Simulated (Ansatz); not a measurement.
# Ga4P4H9: the cost of one run

Method: DFT PBE, scalar-relativistic, plane waves, PAW, in Ansatz 0.2.0.

1 further run of the same task is left out (set aside as unsound or not needed). Runs told in other sessions of the task aren't counted.

## 1. The starting structure

Symmetry: F-43m, No. 216, cubic system. Conventional cell: a = 5.505 Å, b = 5.505 Å, c = 5.505 Å, α = 90.00°, β = 90.00°, γ = 90.00°. Ga (site symmetry -43m) has 4 P at 2.38 Å in its first shell of neighbours. Around P (site symmetry -43m) lie 4 Ga at 2.38 Å.

Coordinates:

```cif
data_structure
_symmetry_space_group_name_H-M 'F-43m'
_symmetry_Int_Tables_number 216
_cell_length_a 5.5051
_cell_length_b 5.5051
_cell_length_c 5.5051
_cell_angle_alpha 90.000
_cell_angle_beta 90.000
_cell_angle_gamma 90.000
_cell_volume 166.84
loop_
_atom_site_label
_atom_site_type_symbol
_atom_site_symmetry_multiplicity
_atom_site_Wyckoff_symbol
_atom_site_fract_x
_atom_site_fract_y
_atom_site_fract_z
_atom_site_occupancy
Ga1 Ga 4 a 0.00000 0.00000 0.00000 1
P1 P 4 d 0.25000 0.25000 0.75000 1
```

It is the result of an earlier relaxation at this level (volume 20.85 Å³/atom; gap on the mesh: 1.58 eV).

## 2. Next: the [001] wire, 16 host atoms a period with H caps

The wire is cut from the relaxed crystal, periodic along c with vacuum across. Atoms and period relax; energies count from the bulk, -2269.7787 eV an atom. Each H cap counts from half an H2 molecule (-15.872 eV in a separate run).

The cell holds 8 Ga, 8 P, 18 H: a = 17.600 Å, b = 17.900 Å, c = 5.505 Å, α = 90.00°, β = 90.00°, γ = 90.00°.

## 3. Relaxation

Pressure and volume refer to the whole cell with its vacuum; only the period along c may change.

Contents of input.yaml:

```yaml
crystal:
  lattice:
    - [17.6, 0.0, 0.0]
    - [0.0, 17.9, 0.0]
    - [0.0, 0.0, 5.5050736298]
  atoms:
    - { symbol: Ga, position: [0.5366382349, 0.5360241862, 0.0] }
    - { symbol: P, position: [0.302047029, 0.6129106894, 0.75] }
    - { symbol: P, position: [0.6148353035, 0.3053646766, 0.75] }
    - { symbol: P, position: [0.6148353035, 0.6129106894, 0.75] }
    - { symbol: Ga, position: [0.5366382349, 0.3822511798, 0.5] }
    - { symbol: Ga, position: [0.5366382349, 0.6897971927, 0.5] }
    - { symbol: P, position: [0.302047029, 0.459137683, 0.25] }
    - { symbol: P, position: [0.6148353035, 0.459137683, 0.25] }
    - { symbol: Ga, position: [0.3802440976, 0.5360241862, 0.5] }
    - { symbol: Ga, position: [0.6930323721, 0.5360241862, 0.5] }
    - { symbol: P, position: [0.4584411663, 0.3053646766, 0.25] }
    - { symbol: P, position: [0.4584411663, 0.6129106894, 0.25] }
    - { symbol: Ga, position: [0.3802440976, 0.3822511798, 0.0] }
    - { symbol: Ga, position: [0.3802440976, 0.6897971927, 0.0] }
    - { symbol: Ga, position: [0.6930323721, 0.3822511798, 0.0] }
    - { symbol: P, position: [0.4584411663, 0.459137683, 0.75] }
    - { symbol: H, position: [0.2554653596, 0.5671097184, 0.8989239631] }
    - { symbol: H, position: [0.2554653596, 0.6587116605, 0.6010760369] }
    - { symbol: H, position: [0.568253634, 0.2595637055, 0.8989239631] }
    - { symbol: H, position: [0.6614169729, 0.2595637055, 0.6010760369] }
    - { symbol: H, position: [0.6614169729, 0.6587116605, 0.8989239631] }
    - { symbol: H, position: [0.5881405032, 0.7404362945, 0.3353446323] }
    - { symbol: H, position: [0.4851359665, 0.7404362945, 0.6646553677] }
    - { symbol: H, position: [0.2554653596, 0.5049386541, 0.1010760369] }
    - { symbol: H, position: [0.2554653596, 0.4133367119, 0.3989239631] }
    - { symbol: H, position: [0.7445346404, 0.5866632881, 0.3353446323] }
    - { symbol: H, position: [0.7445346404, 0.4853850844, 0.6646553677] }
    - { symbol: H, position: [0.5050228357, 0.2595637055, 0.1010760369] }
    - { symbol: H, position: [0.4118594968, 0.2595637055, 0.3989239631] }
    - { symbol: H, position: [0.3287418293, 0.331612078, 0.8353446323] }
    - { symbol: H, position: [0.3287418293, 0.7404362945, 0.1646553677] }
    - { symbol: H, position: [0.431746366, 0.7404362945, 0.8353446323] }
    - { symbol: H, position: [0.7445346404, 0.331612078, 0.1646553677] }
    - { symbol: H, position: [0.7445346404, 0.4328902816, 0.8353446323] }
basis:
  ecutwfc: 420
kpoints:
  mp_grid: { grid: [1, 1, 6] }
hamiltonian:
  xc: pbe
scf:
  occupations: { method: gaussian, width: 0.05 }
output:
  forces: true
  stress: true
  eigenvalues: true
  populations: true
  write_density: true
  write_potential: true
  elf: true
  volumetric_format: npy
relax:
  adjacent_minimum: "off"
  f_tol: 0.02
  max_steps: 45
  cell: { fix: [a, b, alpha, beta, gamma], stress_tol: 0.03 }
```

The run is started by

```bash
$ ansatz run input.yaml --threads 4 --pin off --max-ram 11264MiB --backend cpu --events-out ev --progress --plain --runs-dir out
```

**Question.** How long does this run take on 4 threads of Intel Xeon Platinum 8488C (Sapphire Rapids), shared host, and how much memory does it need?

About 5.8 min, with a peak of 3.4 GiB.
